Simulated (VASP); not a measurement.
# IrO2 (P4_2/mnm) in VASP: notebook

The runs below take IrO2 through single point, with HSE06.

Program: VASP 6.6.1. These are calculated values, not measurements. Logs are shortened: lines on timing, memory, paths and dates and some standing lists are left out, and cuts for length are marked.

## 1. The crystal as given

Symmetry: P4_2/mnm, No. 136, tetragonal system. Conventional cell: a = 4.499 Å, b = 4.499 Å, c = 3.146 Å, α = 90.00°, β = 90.00°, γ = 90.00°. Ir (site symmetry mmm) has 6 O at 1.98 Å as nearest neighbours. Around O (site symmetry m2m) lie 3 Ir at 1.98 Å.

## 2. Single point, HSE06, collinear spin, antiferromagnetic start

POSCAR

```
IrO2
1.0
    4.4990002600      0.0000000000      0.0000000000
    0.0000000000      4.4990002600      0.0000000000
    0.0000000000      0.0000000000      3.1460001800
Ir O
2 4
Direct
    0.0000000000      0.0000000000      0.0000000000
    0.5000000000      0.5000000000      0.5000000000
    0.3110000000      0.3110000000      0.0000000000
    0.1890000000      0.8110000000      0.5000000000
    0.6890000000      0.6890000000      0.0000000000
    0.8110000000      0.1890000000      0.5000000000
```

INCAR.step1

```
SYSTEM = IrO2
PREC = Accurate
ENCUT = 450
EDIFF = 1E-5
ISMEAR = 0
SIGMA = 0.05
LREAL = .FALSE.
LASPH = .TRUE.
NELM = 80
ALGO = Normal
ISIF = 2
LWAVE = .TRUE.
LCHARG = .FALSE.
ISPIN = 2
MAGMOM = 0.6 -0.6 0 0 0 0
LORBIT = 11
LMAXMIX = 4
NBANDS = 34
GGA = PE
```

INCAR.step2

```
SYSTEM = IrO2
PREC = Accurate
ENCUT = 450
EDIFF = 1E-7
ISMEAR = 0
SIGMA = 0.05
LREAL = .FALSE.
LASPH = .TRUE.
NELM = 80
ALGO = Normal
ISIF = 2
LWAVE = .FALSE.
LCHARG = .FALSE.
ISPIN = 2
MAGMOM = 0.6 -0.6 0 0 0 0
LORBIT = 11
LMAXMIX = 4
GGA = PE
LHFCALC = .TRUE.
HFSCREEN = 0.2
PRECFOCK = Fast
NBANDS = 34
ISTART = 1
```

KPOINTS

```
regular mesh
0
G
  3 3 4
  0 0 0
```

Potentials or basis: VASP PAW PBE potentials, release 64 (Ir, O).

The run is started by

```
> cat potpaw_PBE.64/Ir/POTCAR potpaw_PBE.64/O/POTCAR > POTCAR
> cp INCAR.step1 INCAR
> mpirun -np 1 vasp_std > vasp.out
> cp INCAR.step2 INCAR
> mpirun -np 1 vasp_std > vasp.out
```

OUTCAR:

```text
SYSTEM = IrO2
   PREC = Accurate
   ENCUT = 450
   EDIFF = 1E-7
   ISMEAR = 0
   LREAL = .FALSE.
   LASPH = .TRUE.
   NELM = 80
   ISIF = 2
   ISPIN = 2
   LORBIT = 11
   GGA = PE
   LHFCALC = .TRUE.
   HFSCREEN = 0.2
   PRECFOCK = Fast
   ISTART = 1

 ion  position               nearest neighbor table
   1  0.000  0.000  0.000-   3 1.98   5 1.98   4 1.98   6 1.98   4 1.98   6 1.98
   2  0.500  0.500  0.500-   4 1.98   6 1.98   5 1.98   3 1.98   3 1.98   5 1.98
   3  0.311  0.311  0.000-   1 1.98   2 1.98   2 1.98
   4  0.189  0.811  0.500-   2 1.98   1 1.98   1 1.98
   5  0.689  0.689  0.000-   1 1.98   2 1.98   2 1.98
   6  0.811  0.189  0.500-   2 1.98   1 1.98   1 1.98

  LATTYP: Found a simple tetragonal cell.
 ALAT       =     4.4990002600
 C/A-ratio  =     0.6992665033

  Lattice vectors:

 A1 = (   4.4990002600,   0.0000000000,   0.0000000000)
 A2 = (   0.0000000000,   4.4990002600,   0.0000000000)
 A3 = (   0.0000000000,   0.0000000000,   3.1460001800)

Analysis of symmetry for initial positions (statically):
=====================================================================
 Subroutine PRICEL returns:
 Original cell was already a primitive cell.

 Routine SETGRP: Setting up the symmetry group for a
 simple tetragonal supercell.

 Subroutine GETGRP returns: Found 16 space group operations
 (whereof  8 operations were pure point group operations)
 out of a pool of 16 trial point group operations.

The static configuration has the point symmetry D_2h.
 The point group associated with its full space group is D_4h.

Analysis of symmetry for dynamics (positions and initial velocities):
=====================================================================
 Subroutine PRICEL returns:
 Original cell was already a primitive cell.

 Routine SETGRP: Setting up the symmetry group for a
 simple tetragonal supercell.

 Subroutine GETGRP returns: Found 16 space group operations
 (whereof  8 operations were pure point group operations)
 out of a pool of 16 trial point group operations.

The dynamic configuration has the point symmetry D_2h.
 The point group associated with its full space group is D_4h.

Analysis of structural, dynamic, and magnetic symmetry:
=====================================================================
 Subroutine PRICEL returns:
 Original cell was already a primitive cell.

 Routine SETGRP: Setting up the symmetry group for a
 simple tetragonal supercell.

 Subroutine GETGRP returns: Found 16 space group operations
 (whereof  8 operations were pure point group operations)
 out of a pool of 16 trial point group operations.

The overall configuration has the point symmetry D_2h.
 The point group associated with its full space group is D_4h.

 Subroutine INISYM returns: Found 16 space group operations
 (whereof  8 operations are pure point group operations),
 and found     1 'primitive' translations

----------------------------------------------------------------------------------------

                                     Primitive cell

  volume of cell :      63.6782

  direct lattice vectors                    reciprocal lattice vectors
     4.499000260  0.000000000  0.000000000     0.222271603  0.000000000  0.000000000
     0.000000000  4.499000260  0.000000000     0.000000000  0.222271603  0.000000000
     0.000000000  0.000000000  3.146000180     0.000000000  0.000000000  0.317863936

  length of vectors
     4.499000260  4.499000260  3.146000180     0.222271603  0.222271603  0.317863936

  position of ions in fractional coordinates (direct lattice)
     0.000000000  0.000000000  0.000000000
     0.500000000  0.500000000  0.500000000
     0.311000000  0.311000000  0.000000000
     0.189000000  0.811000000  0.500000000
     0.689000000  0.689000000  0.000000000
     0.811000000  0.189000000  0.500000000

  ion indices of the primitive-cell ions
   primitive index   ion index
                 1           1
                 2           2
                 3           3
                 4           4
                 5           5
                 6           6

----------------------------------------------------------------------------------------

 KPOINTS: regular mesh

Automatic generation of k-mesh.
 Grid dimensions read from file:
 generate k-points for:    3    3    4

 Generating k-lattice:

  Cartesian coordinates                     Fractional coordinates (reciprocal lattice)
     0.074090534  0.000000000  0.000000000     0.333333333  0.000000000  0.000000000
     0.000000000  0.074090534  0.000000000     0.000000000  0.333333333  0.000000000
     0.000000000  0.000000000  0.079465984     0.000000000  0.000000000  0.250000000

  Length of vectors
     0.074090534  0.074090534  0.079465984

  Shift w.r.t. Gamma in fractional coordinates (k-lattice)
     0.000000000  0.000000000  0.000000000

 Subroutine IBZKPT returns following result:
 ===========================================

 Found      9 irreducible k-points:

 Following reciprocal coordinates:
            Coordinates               Weight
  0.000000  0.000000  0.000000      1.000000
  0.333333  0.000000  0.000000      4.000000
  0.333333  0.333333  0.000000      4.000000
  0.000000  0.000000  0.250000      2.000000
  0.333333  0.000000  0.250000      8.000000
  0.333333  0.333333  0.250000      8.000000
  0.000000  0.000000  0.500000      1.000000
  0.333333  0.000000  0.500000      4.000000
  0.333333  0.333333  0.500000      4.000000
   k-points           NKPTS =      9   k-points in BZ     NKDIM =     36   number of bands    NBANDS=     34
   number of dos      NEDOS =    301   number of ions     NIONS =      6
   total plane-waves  NPLWV =  24576
   dimension x,y,z NGX =    32 NGY =   32 NGZ =   24
   dimension x,y,z NGXF=    64 NGYF=   64 NGZF=   48
   ions per type =               2   4
   NGX,Y,Z   is equivalent  to a cutoff of  11.82, 11.82, 12.68 a.u.
   NGXF,Y,Z  is equivalent  to a cutoff of  23.65, 23.65, 25.36 a.u.
 SYSTEM =  IrO2
   PREC   = accura    normal or accurate (medium, high low for compatibility)
   ISTART =      1    job   : 0-new  1-cont  2-samecut
   ICHARG =      0    charge: 1-file 2-atom 10-const
   ISPIN  =      2    spin polarized calculation?
   LNONCOLLINEAR =      F non collinear calculations
   LSORBIT =      F    spin-orbit coupling
   LASPH  =      T    aspherical Exc in radial PAW
   ENCUT  =  450.0 eV  33.07 Ry    5.75 a.u.   7.78  7.78  5.44*2*pi/ulx,y,z
   NELM   =     80;   NELMIN=  2; NELMDL=  0     # of ELM steps
   EDIFF  = 0.1E-06   stopping-criterion for ELM
   LREAL  =      F    real-space projection
   EDIFFG = 0.1E-05   stopping-criterion for IOM
   NSW    =      0    number of steps for IOM
   IBRION =     -1    ionic relax: 0-MD 1-quasi-New 2-CG
   NFREE  =      0    steps in history (QN), initial steepest desc. (CG)
   ISIF   =      2    stress and relaxation
   ISYM   =      3    0-nonsym 1-usesym 2-fastsym
   POTIM  = 0.5000    time-step for ionic-motion
   TEBEG  =    0.0;   TEEND  =   0.0 temperature during run
   PSTRESS=    0.0 pullay stress
   NELECT =      42.0000    total number of electrons
   NUPDOWN=      -1.0000    fix difference up-down
   EMIN   =  10.00;   EMAX   =-10.00  energy-range for DOS
   EFERMI =   0.00;   METHOD = LEGACY
   ISMEAR =     0;   SIGMA  =   0.05  broadening in eV -4-tet -1-fermi 0-gaus
   EFERMI_NEDOS =   21; number of points for ismear=-14 and -15
   IALGO  =     38    algorithm
   IMIX   =      1    mixing-type and parameters
     AMIX     =   0.40;   BMIX     =  1.00
     AMIX_MAG =   1.60;   BMIX_MAG =  1.00
  volume/ion in A,a.u.               =      10.61        71.62
  Fermi-wavevector in a.u.,A,eV,Ry     =   1.425042  2.692939 27.629959  2.030745
  Thomas-Fermi vector in A             =   2.545469
   LORBIT       =     11    0 simple, 1 ext, 2 COOP (PROOUT), +10 PAW based schemes
   GGA     = PE    functional components
   LHFCALC =     T    Hartree Fock is set to
   PRECFOCK=fast      Normal, Fast or Accurate (Low or Medium for compatibility)
   ENCUT4O =  -1.0   cutoff for four orbital integrals eV
   NKREDX  =     1    reduce k-point grid by
   NKREDY  =     1    reduce k-point grid by
   NKREDZ  =     1    reduce k-point grid by
   AEXX    =    0.2500 exact exchange contribution
   HFSCREEN=    0.2000 screening length (either q_TF or 0.3 A-1)
   HFSCREENC=   0.2000 screening length for correlation (either q_TF or 0.3 A-1)
   ENCUTFOCK=  -1.0 apply spherical cutoff to Coloumb kernel
   IVDW    =     0    specifies the selected vdW correction
   LEPSILON=     F    determine dielectric tensor
   LRPA    =     F    only Hartree local field effects (RPA)
 spin polarized calculation
 Gauss-broadening in eV      SIGMA  =   0.05
  energy-cutoff  :      450.00
  volume of cell :       63.68
 maximum number of plane-waves:      1403
 NGX is ok and might be reduce to    32
  NGX = 18; NGY = 18; NGZ = 12

 number of electron      42.0000042 magnetization       0.0000000

 number of electron      42.0000042 magnetization      -0.0000000

 Free energy of the ion-electron system (eV)
  ---------------------------------------------------
  ext. energy  EPLUGINS =         0.00000000
  ---------------------------------------------------
  free energy    TOTEN  =       -53.11522211 eV

  energy without entropy =      -53.11518225  energy(sigma->0) =      -53.11520218

 E-fermi :   5.7164     XC(G=0):  -9.8236

 val. band max:        5.6196844258   @ k =   0.0000   0.0000   0.5000
 cond. band min:       5.8283875603   @ k =   0.3333   0.3333   0.2500
 fundamental gap:      0.2087031345
 Fermi energy:         5.7163694641

 spin component 1

 k-point     1 :       0.0000    0.0000    0.0000
  band No.  band energies     occupation
      1     -17.8641      1.00000
      2     -16.5925      1.00000
      3     -15.3819      1.00000
      4     -15.3792      1.00000
      5      -5.3167      1.00000
      6      -4.9639      1.00000
[... 25 lines left out ...]
     32      20.4362      0.00000
     33      22.5230      0.00000
[... 256 lines left out ...]
      2     -16.1985      1.00000
      3     -16.0875      1.00000
      4     -15.8973      1.00000
      5      -4.0174      1.00000
      6      -3.2294      1.00000
[... 25 lines left out ...]
     32      18.9617      0.00000
     33      20.5008      0.00000
 Fermi energy:         5.7163694641

 spin component 2

 k-point     1 :       0.0000    0.0000    0.0000
  band No.  band energies     occupation
      1     -17.8641      1.00000
      2     -16.5925      1.00000
      3     -15.3819      1.00000
      4     -15.3792      1.00000
      5      -5.3167      1.00000
      6      -4.9639      1.00000
[... 25 lines left out ...]
     32      20.4362      0.00000
     33      22.5230      0.00000
[... 256 lines left out ...]
      2     -16.2056      1.00000
      3     -16.0855      1.00000
      4     -15.8908      1.00000
      5      -4.0047      1.00000
      6      -3.2349      1.00000
[... 25 lines left out ...]
     32      18.9963      0.00000
     33      20.5127      0.00000
 [bands above 33 left out]

------------------------ aborting loop because EDIFF is reached ----------------------------------------

  FORCE on cell =-STRESS in cart. coord.  units (eV):
  Direction    XX          YY          ZZ          XY          YZ          ZX
  --------------------------------------------------------------------------------------
  -------------------------------------------------------------------------------------
  Total       -1.2389978     -1.2389978      1.3555538      0.0000000      0.0000000      0.0000000
  in kB      -31.1738429    -31.1738429     34.1064545      0.0000000      0.0000000      0.0000000
  external PRESSURE =      -9.4137437 kB  Pullay stress =       0.0000000 kB

 VOLUME and BASIS-vectors are now :
 -----------------------------------------------------------------------------
  energy-cutoff  :      450.00
  volume of cell :       63.68
      direct lattice vectors                 reciprocal lattice vectors
     4.499000260  0.000000000  0.000000000     0.222271603  0.000000000  0.000000000
     0.000000000  4.499000260  0.000000000     0.000000000  0.222271603  0.000000000
     0.000000000  0.000000000  3.146000180     0.000000000  0.000000000  0.317863936

 POSITION                                       TOTAL-FORCE (eV/Angst)
 -----------------------------------------------------------------------------------
      0.00000      0.00000      0.00000        -0.000000      0.000000      0.000000
      2.24950      2.24950      1.57300        -0.000000      0.000000      0.000000
      1.39919      1.39919      0.00000        -0.548400     -0.548400      0.000000
      0.85031      3.64869      1.57300         0.548400     -0.548400      0.000000
      3.09981      3.09981      0.00000         0.548400      0.548400      0.000000
      3.64869      0.85031      1.57300        -0.548400      0.548400     -0.000000
 -----------------------------------------------------------------------------------
    total drift:                                0.000027      0.000008     -0.000002

  FREE ENERGIE OF THE ION-ELECTRON SYSTEM (eV)
  ---------------------------------------------------
  free  energy   TOTEN  =       -53.1152221117 eV

  energy  without entropy=      -53.1151822536  energy(sigma->0) =      -53.11520218

 total charge

# of ion       s       p       d       tot
------------------------------------------
    1        0.641   0.864   6.828   8.333
    2        0.641   0.864   6.828   8.333
    3        1.566   3.498   0.000   5.064
    4        1.566   3.498   0.000   5.064
    5        1.566   3.498   0.000   5.064
    6        1.566   3.498   0.000   5.064
--------------------------------------------------
tot          7.547  15.719  13.655  36.921

 magnetization (x)

# of ion       s       p       d       tot
------------------------------------------
    1        0.004   0.001   0.300   0.305
    2       -0.004  -0.001  -0.300  -0.305
    3       -0.000   0.002   0.000   0.002
    4        0.000  -0.002   0.000  -0.002
    5       -0.000   0.002   0.000   0.002
    6        0.000  -0.002   0.000  -0.002
--------------------------------------------------
tot          0.000   0.000   0.000   0.000
```

Run time: 37 min. Hardware: 1 thread of Intel Xeon 6975P-C (Granite Rapids), shared host; peak memory 0.3 GiB.

What came out:

```yaml
Free_energy: -53.1152 eV
Largest_force: 0.776 eV/Å
Band_gap_on_the_k_mesh: none (metal or under the smearing width)
Net_moment: 0.00 μB per cell
Site_moments: Ir +0.30, -0.30; O +0.00, -0.00 μB
Valence_electrons_inside_the_program's_atomic_spheres: Ir 8.33; O 5.06
```

Forces in eV/Å, atoms in the order of the input:
```
Ir   0.000  0.000  0.000
Ir   0.000  0.000  0.000
O   -0.548 -0.548  0.000
O    0.548 -0.548  0.000
O    0.548  0.548  0.000
O   -0.548  0.548  0.000
```

Levels at points of the mesh, in eV from the Fermi level:
Spin up:
| k point | band 17 | band 18 | band 19 | band 20 | band 21 | band 22 | band 23 | band 24 | band 25 | band 26 |
| --- | --- | --- | --- | --- | --- | --- | --- | --- | --- | --- |
| (0.00, 0.00, 0.00) | -3.29 | -3.23 | -3.16 | -2.93 | -2.88 | 1.54 | 1.61 | 5.42 | 5.56 | 5.66 |
| (0.00, 0.00, 0.50) | -2.97 | -2.81 | -1.60 | -0.62 | -0.10 | 0.14 | 3.50 | 3.66 | 3.66 | 3.77 |
Spin down:
| k point | band 19 | band 20 | band 21 | band 22 | band 23 | band 24 |
| --- | --- | --- | --- | --- | --- | --- |
| (0.00, 0.00, 0.00) | -3.16 | -2.93 | -2.88 | 1.54 | 1.61 | 5.42 |
| (0.00, 0.00, 0.50) | -1.60 | -0.62 | -0.10 | 0.14 | 3.50 | 3.66 |

Caveat: the k mesh is coarse (spacing up to 0.50 Å⁻¹), so the values aren't converged, least of all with exact exchange; the cutoff is under 1.25 times the usual one of these potentials, so pressure, stress and relaxed cells hold a basis-set (Pulay) error; the PAW data sets were made with another functional, which shifts forces and pressure a little. The run has no spin-orbit coupling, so splittings on Ir are missing.

## 3. Single point, HSE06, collinear spin, ferromagnetic start

POSCAR is that of step 2.

INCAR.step1

```
ALGO = Normal
EDIFF = 1E-5
ENCUT = 450
GGA = PE
ISIF = 2
ISMEAR = 0
ISPIN = 2
LASPH = True
LCHARG = False
LMAXMIX = 4
LORBIT = 11
LREAL = False
LWAVE = True
MAGMOM = 0.6 0.6 0 0 0 0
NELM = 80
PREC = Accurate
SIGMA = 0.05
```

INCAR.step2

```
ALGO = Normal
EDIFF = 1E-7
ENCUT = 450
GGA = PE
HFSCREEN = 0.2
ISIF = 2
ISMEAR = 0
ISPIN = 2
ISTART = 1
LASPH = True
LCHARG = False
LHFCALC = True
LMAXMIX = 4
LORBIT = 11
LREAL = False
LWAVE = False
MAGMOM = 0.6 0.6 0 0 0 0
NELM = 80
PREC = Accurate
PRECFOCK = Fast
SIGMA = 0.05
```

KPOINTS

```
k-points
0
Gamma
  3 3 4
```

Potentials or basis: VASP PAW PBE potentials, release 64 (Ir, O).

The run is started by

```
> cat potpaw_PBE.64/Ir/POTCAR potpaw_PBE.64/O/POTCAR > POTCAR
> cp INCAR.step1 INCAR
> mpirun -np 1 vasp_std > vasp.out
> cp INCAR.step2 INCAR
> mpirun -np 1 vasp_std > vasp.out
```

Run time: 21 min. Hardware: 1 thread of Intel Xeon Platinum 8488C (Sapphire Rapids), shared host; peak memory 0.29 GiB.

It converged, with:

| Item | Value |
| --- | --- |
| Free energy | -53.0782 eV |
| Largest force | 0.692 eV/Å |
| Band gap on the k mesh | none (metal or under the smearing width) |
| Net moment | 0.17 μB per cell |
| Site moments | Ir +0.05; O +0.01 μB |
| Valence electrons inside the program's atomic spheres | Ir 8.34; O 5.06 |

Forces in eV/Å, atoms in the order of the input:
```
Ir   0.000  0.000  0.000
Ir   0.000  0.000  0.000
O   -0.489 -0.489  0.000
O    0.489 -0.489  0.000
O    0.489  0.489  0.000
O   -0.489  0.489  0.000
```

Levels at points of the mesh, in eV from the Fermi level:
Spin up:
| k point | band 19 | band 20 | band 21 | band 22 | band 23 | band 24 |
| --- | --- | --- | --- | --- | --- | --- |
| (0.00, 0.00, 0.00) | -3.02 | -2.74 | -2.73 | 1.55 | 1.82 | 5.60 |
| (0.00, 0.00, 0.50) | -1.03 | -1.03 | 0.25 | 0.25 | 3.78 | 3.78 |
Spin down:
```tsv
k point	band 19	band 20	band 21	band 22	band 23	band 24
(0.00, 0.00, 0.00)	-2.94	-2.70	-2.58	1.79	1.85	5.63
(0.00, 0.00, 0.50)	-0.83	-0.83	0.33	0.33	3.81	3.81
```

Caveat: the k mesh is coarse (spacing up to 0.50 Å⁻¹), so the values aren't converged, least of all with exact exchange; the cutoff is under 1.25 times the usual one of these potentials, so pressure, stress and relaxed cells hold a basis-set (Pulay) error; the PAW data sets were made with another functional, which shifts forces and pressure a little.
